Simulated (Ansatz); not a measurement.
Input of an Ansatz 0.2.0 run:

The input input.yaml:

```yaml
crystal:
  lattice:
    - [2.1609687617, 1.2476358963, 10.5855712543]
    - [-2.1609687617, 1.2476358963, 10.5855712543]
    - [0.0, -2.4952717926, 10.5855712543]
  atoms:
    - { symbol: Bi, position: [0.39172124, 0.39172124, 0.39172124] }
    - { symbol: Bi, position: [0.60827876, 0.60827876, 0.60827876] }
    - { symbol: Te, position: [0.78040487, 0.78040487, 0.78040487] }
    - { symbol: Te, position: [0.21959513, 0.21959513, 0.21959513] }
    - { symbol: Se, position: [0.0, 0.0, 0.0] }
hamiltonian:
  xc: r2scan
  pseudopotentials: { kind: paw_fr }
magnetization:
  noncollinear: true
  spin_orbit: true
kpoints:
  mp_grid: { grid: [5, 5, 5] }
  band_path:
    path:
      - [[0.0, 0.0, 0.0], [0.5, 0.0, 0.0], [0.5, 0.1759276236, -0.1759276236]]
      - [[0.8240723764, 0.5, 0.1759276236], [0.5, 0.5, 0.5], [0.0, 0.0, 0.0], [0.3379638118, 0.0, -0.3379638118]]
      - [[0.6620361882, 0.3379638118, 0.0], [0.5, 0.5, 0.0], [0.6620361882, 0.6620361882, 0.1759276236], [0.5, 0.5, 0.5]]
      - [[0.5, 0.0, 0.0], [0.8240723764, 0.3379638118, 0.3379638118]]
    npoints: 14
scf:
  occupations: { method: fermi_dirac, width: 0.05 }
  n_extra_bands: 12
output:
  forces: true
  stress: true
  eigenvalues: true
  fatbands: true
```

Potentials or basis: Ansatz PAW.

The run is started by

```bash
$ ansatz run input.yaml --threads 2 --pin off --max-ram 5632MiB --backend cpu --events-out ev --progress --plain --runs-dir out
```

**Question.** Estimate the pressure.

**Answer.** 0.4 GPa.

**Question.** Predict the largest force.

**Answer.** 0.072 eV/Å.

**Question.** What does it give for the band gap along the path?

**Answer.** 0.05 eV, direct.

Levels at the corners of the path, in eV from the valence-band top:
| point | band 76 | band 77 | band 78 | band 79 | band 80 | band 81 |
| --- | --- | --- | --- | --- | --- | --- |
| Γ | -0.50 | 0.00 | 0.00 | 0.05 | 0.05 | 1.25 |
| L | -1.05 | -0.54 | -0.54 | 0.92 | 0.92 | 2.28 |
| B1 | -0.90 | -0.67 | -0.67 | 1.40 | 1.40 | 2.31 |
| B | -0.90 | -0.67 | -0.67 | 1.40 | 1.40 | 2.31 |
| Z | -0.63 | -0.32 | -0.32 | 0.28 | 0.28 | 1.13 |
| Γ | -0.50 | 0.00 | 0.00 | 0.05 | 0.05 | 1.25 |
| X | -0.95 | -0.67 | -0.67 | 1.42 | 1.42 | 2.37 |
| Q | -0.95 | -0.67 | -0.67 | 1.42 | 1.42 | 2.37 |
| F | -1.17 | -0.94 | -0.94 | 1.25 | 1.25 | 2.10 |
| P1 | -1.03 | -0.95 | -0.95 | 1.20 | 1.20 | 2.14 |
| Z | -0.63 | -0.32 | -0.32 | 0.28 | 0.28 | 1.13 |
| L | -1.05 | -0.54 | -0.54 | 0.92 | 0.92 | 2.28 |
| P | -1.03 | -0.95 | -0.95 | 1.20 | 1.20 | 2.14 |

Caveat: the PAW data sets come from PBE, with cores solved anew for the run's functional, which leaves a small shift of forces and pressure. r2SCAN opens gaps a little over a GGA but as a rule still falls short of measured ones.
